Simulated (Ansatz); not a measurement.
The system is MgS (Niningerite).

```
S Mg
1.0
     0.00000    2.60165    2.60165
     2.60165    0.00000    2.60165
     2.60165    2.60165    0.00000
S Mg
1 1
Direct
  0.50000 0.50000 0.50000
  0.00000 0.00000 0.00000
```

Program: Ansatz 0.2.0. Alike in all runs: potentials or basis all-electron LAPW, scalar-relativistic; no spin polarisation; cell as given; k mesh 9 × 9 × 9; basis error allowed 0.001 eV/atom.

Order these runs on this cell by their pressure, lowest first.
A. level revPBE; cutoff (eV) 183; smearing fermi-dirac 0.05 eV
B. level PBEsol; cutoff (eV) 184; smearing gaussian 0.02 eV
C. level PBEsol+D3(BJ); cutoff (eV) 184; smearing gaussian 0.1 eV
D. level RPBE+D3(BJ); cutoff (eV) 183; smearing gaussian 0.1 eV

D (-13.3 GPa), C (-3.8 GPa), B (-1.0 GPa), A (2.9 GPa).

Runs at the PBE level aren't shown here.
